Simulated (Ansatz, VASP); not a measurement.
## One calculation of Si, two programs

```
CELL_PARAMETERS angstrom
2.42477 0.00000 0.00000
0.00000 2.42477 0.00000
0.00000 0.00000 2.42477
ATOMIC_POSITIONS crystal
Si 0.00000 0.00000 0.00000
```

Change from the starting cell: volume scaled by 0.88, LAPW.

Alike in both runs: task single point; functional PBE; k mesh 15 × 15 × 15; occupations fermi-dirac, width 0.08 eV; no spin polarisation.

|  | VASP | Ansatz |
| --- | --- | --- |
| version | VASP 6.6.1 | Ansatz 0.2.0 |
| potentials or method | VASP PAW PBE potentials, release 64 (Si), cutoff 520 eV | all-electron LAPW, scalar-relativistic |

```csv
,VASP,Ansatz,Ansatz less VASP
pressure (GPa),17.2,17.2,+0.05
```

Ansatz ran all-electron here, so the differences hold the error of VASP's frozen core and of both bases.

Caveats: so large a pressure means that the cell lies far from this level's equilibrium, or that cutoff or potentials fall short (VASP).
